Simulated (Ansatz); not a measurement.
A run of Ansatz 0.2.0 is set up as follows.

Contents of input.yaml:

```yaml
crystal:
  lattice:
    - [0.0, 2.035, 2.035]
    - [2.035, 0.0, 2.035]
    - [2.035, 2.035, 0.0]
  atoms:
    - { symbol: Au, position: [0.0, 0.0, 0.0] }
kpoints:
  mp_grid: { grid: [8, 8, 8] }
scf:
  occupations: { method: methfessel_paxton, width: 0.2 }
hamiltonian:
  xc: rpbe
  pseudopotentials: { kind: all_electron, lapw: { basis_error: 0.001 } }
output:
  forces: true
  stress: true
elastic:
  mode: clamped_ion
  stencil: two_point
```

Potentials or basis: all-electron LAPW, scalar-relativistic.

Launch:

```bash
$ ansatz run input.yaml --threads 1 --pin off --max-ram 3072MiB --backend cpu --events-out ev --progress --plain --runs-dir out
```

**Question.** Estimate the pressure.

**Answer.** 15.9 GPa.

**Question.** What does it give for the band gap on the k mesh?

**Answer.** None (metal or under the smearing width).

Caveat: a metal's response needs a denser mesh; the cell is more than 3 GPa from zero pressure, which shifts response properties; so large a pressure means that the cell lies far from this level's equilibrium, or that cutoff or potentials fall short. The run has no spin-orbit coupling, so splittings on Au are missing.
